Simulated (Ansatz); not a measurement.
# Ge12H5: the cost of one run

Method: DFT PBE, scalar-relativistic, plane waves, PAW, in Ansatz 0.2.0.

## (1) The starting structure

Symmetry: Pm, No. 6, monoclinic system. The conventional cell has a = 8.148 Å, b = 8.148 Å, c = 26.532 Å, α = 90.00°, β = 90.00°, γ = 90.00°. Ge (site symmetry m) has 1 H at 1.55 Å as nearest neighbours. Ge (site symmetry m) is surrounded by 3 Ge at 2.35 to 2.41 Å. Around Ge (site symmetry m) lie 3 Ge at 2.35 to 2.59 Å. Ge (site symmetry 1) has 4 Ge at 2.41 to 2.59 Å as nearest neighbours. Around Ge (site symmetry 1) lie 4 Ge at 2.49 Å. Only part of the 24 independent sites is listed.

Structure file:

```
Ge H
1.0
     8.14757    0.00000    0.00000
     0.00000    8.14757    0.00000
     0.00000    0.00000   26.53193
Ge H
24 10
Cartesian
  0.0000 0.8807 15.0619
  0.0000 3.1931 14.6619
  4.0738 0.8807 14.6619
  4.0738 3.1931 15.0619
  2.0369 0.0000 13.7216
  2.0369 4.0738 13.7216
  6.1107 0.0000 13.7216
  6.1107 4.0738 13.7216
  2.0369 2.0369 12.2813
  2.0369 6.1107 12.2813
  6.1107 2.0369 12.2813
  6.1107 6.1107 12.2813
  0.0000 2.0369 10.8410
  0.0000 6.1107 10.8410
  4.0738 2.0369 10.8410
  4.0738 6.1107 10.8410
  0.0000 0.0000 9.4007
  0.0000 4.0738 9.4007
  4.0738 0.0000 9.4007
  4.0738 4.0738 9.4007
  2.0369 0.0000 7.9604
  2.0369 4.0738 7.9604
  6.1107 0.0000 7.9604
  6.1107 4.0738 7.9604
  2.0369 1.2293 7.0000
  2.0369 6.9183 7.0000
  2.0369 5.3031 7.0000
  2.0369 2.8445 7.0000
  6.1107 1.2293 7.0000
  6.1107 6.9183 7.0000
  6.1107 5.3031 7.0000
  6.1107 2.8445 7.0000
  0.0000 0.3807 16.5319
  4.0738 0.3807 16.1319
```

## (2) Relaxing the atoms: Ge24H10 slab, no spin

Contents of input.yaml:

```yaml
crystal:
  lattice:
    - [8.14756718, 0.0, 0.0]
    - [0.0, 8.14756718, 0.0]
    - [0.0, 0.0, 26.5319319]
  atoms:
    - { symbol: Ge, position: [0.0, 0.10809261, 0.56769073] }
    - { symbol: Ge, position: [0.0, 0.39190739, 0.55261456] }
    - { symbol: Ge, position: [0.5, 0.10809261, 0.55261456] }
    - { symbol: Ge, position: [0.5, 0.39190739, 0.56769073] }
    - { symbol: Ge, position: [0.25, 0.0, 0.51717425] }
    - { symbol: Ge, position: [0.25, 0.5, 0.51717425] }
    - { symbol: Ge, position: [0.75, 0.0, 0.51717425] }
    - { symbol: Ge, position: [0.75, 0.5, 0.51717425] }
    - { symbol: Ge, position: [0.25, 0.25, 0.46288872] }
    - { symbol: Ge, position: [0.25, 0.75, 0.46288872] }
    - { symbol: Ge, position: [0.75, 0.25, 0.46288872] }
    - { symbol: Ge, position: [0.75, 0.75, 0.46288872] }
    - { symbol: Ge, position: [0.0, 0.25, 0.40860319] }
    - { symbol: Ge, position: [0.0, 0.75, 0.40860319] }
    - { symbol: Ge, position: [0.5, 0.25, 0.40860319] }
    - { symbol: Ge, position: [0.5, 0.75, 0.40860319] }
    - { symbol: Ge, position: [0.0, 0.0, 0.35431765] }
    - { symbol: Ge, position: [0.0, 0.5, 0.35431765] }
    - { symbol: Ge, position: [0.5, 0.0, 0.35431765] }
    - { symbol: Ge, position: [0.5, 0.5, 0.35431765] }
    - { symbol: Ge, position: [0.25, 0.0, 0.30003212] }
    - { symbol: Ge, position: [0.25, 0.5, 0.30003212] }
    - { symbol: Ge, position: [0.75, 0.0, 0.30003212] }
    - { symbol: Ge, position: [0.75, 0.5, 0.30003212] }
    - { symbol: H, position: [0.25, 0.150879, 0.26383303] }
    - { symbol: H, position: [0.25, 0.849121, 0.26383303] }
    - { symbol: H, position: [0.25, 0.650879, 0.26383303] }
    - { symbol: H, position: [0.25, 0.349121, 0.26383303] }
    - { symbol: H, position: [0.75, 0.150879, 0.26383303] }
    - { symbol: H, position: [0.75, 0.849121, 0.26383303] }
    - { symbol: H, position: [0.75, 0.650879, 0.26383303] }
    - { symbol: H, position: [0.75, 0.349121, 0.26383303] }
    - { symbol: H, position: [0.0, 0.0467246, 0.62309567] }
    - { symbol: H, position: [0.5, 0.0467246, 0.6080195] }
scf:
  occupations: { method: gaussian, width: 0.03 }
output:
  forces: true
  write_density: true
  write_potential: true
  elf: true
  volumetric_format: npy
hamiltonian:
  xc: pbe
efield:
  axis: 3
  dipole_correction: true
kpoints:
  mp_grid: { grid: [4, 4, 1] }
relax:
  f_tol: 0.02
  constraints: [{ sites: [20, 21, 22, 23, 24, 25, 26, 27, 28, 29, 30, 31] }]
```

Launch:

```sh
ansatz run input.yaml --threads 12 --pin off --max-ram 24576MiB --backend cpu --events-out ev --progress --plain --runs-dir out
```

What time and memory should one allow on 12 threads of Intel Xeon Platinum 8259CL at 2.50GHz (Skylake/Cascade Lake), shared host?

About 4.5 min, with a peak of 14 GiB.
